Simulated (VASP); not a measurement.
Input of a VASP 6.6.1 run:

File POSCAR:

```
Zn
1.0
    0.0000000000      1.9647760000      1.9647760000
    1.9647760000      0.0000000000      1.9647760000
    1.9647760000      1.9647760000      0.0000000000
Zn
1
Direct
    0.0000000000      0.0000000000      0.0000000000
```

INCAR.step1

```
  ALGO = Fast
  EDIFF = 1E-6
  ENCUT = 520
  GGA = PE
  ISIF = 2
  ISMEAR = -1
  LASPH = True
  LCHARG = True
  LREAL = False
  LWAVE = False
  NELM = 100
  PREC = Accurate
  SIGMA = 0.05
```

File KPOINTS.step1:

```
k-points
0
Gamma
  12 12 12
```

The input INCAR.step2:

```
  ALGO = Fast
  EDIFF = 1E-6
  ENCUT = 520
  GGA = PE
  ICHARG = 11
  ISIF = 2
  ISMEAR = 0
  LASPH = True
  LCHARG = False
  LREAL = False
  LWAVE = False
  NELM = 100
  PREC = Accurate
  SIGMA = 0.05
```

KPOINTS.step2

```
path GXWKGLUWLK,UX
15
line-mode
reciprocal
 0.0000000000  0.0000000000  0.0000000000  G
 0.5000000000  0.0000000000  0.5000000000  X

 0.5000000000  0.0000000000  0.5000000000  X
 0.5000000000  0.2500000000  0.7500000000  W

 0.5000000000  0.2500000000  0.7500000000  W
 0.3750000000  0.3750000000  0.7500000000  K

 0.3750000000  0.3750000000  0.7500000000  K
 0.0000000000  0.0000000000  0.0000000000  G

 0.0000000000  0.0000000000  0.0000000000  G
 0.5000000000  0.5000000000  0.5000000000  L

 0.5000000000  0.5000000000  0.5000000000  L
 0.6250000000  0.2500000000  0.6250000000  U

 0.6250000000  0.2500000000  0.6250000000  U
 0.5000000000  0.2500000000  0.7500000000  W

 0.5000000000  0.2500000000  0.7500000000  W
 0.5000000000  0.5000000000  0.5000000000  L

 0.5000000000  0.5000000000  0.5000000000  L
 0.3750000000  0.3750000000  0.7500000000  K

 0.6250000000  0.2500000000  0.6250000000  U
 0.5000000000  0.0000000000  0.5000000000  X
```

Potentials or basis: VASP PAW PBE potentials, release 64 (Zn).

The run is started by

```sh
$ cat potpaw_PBE.64/Zn/POTCAR > POTCAR
$ cp INCAR.step1 INCAR
$ cp KPOINTS.step1 KPOINTS
$ mpirun -np 1 vasp_std > vasp.out
$ cp INCAR.step2 INCAR
$ cp KPOINTS.step2 KPOINTS
$ mpirun -np 1 vasp_std > vasp.out
```

(1) What does it give for the band gap along the path?

Results:

(1) none (metal or under the smearing width).
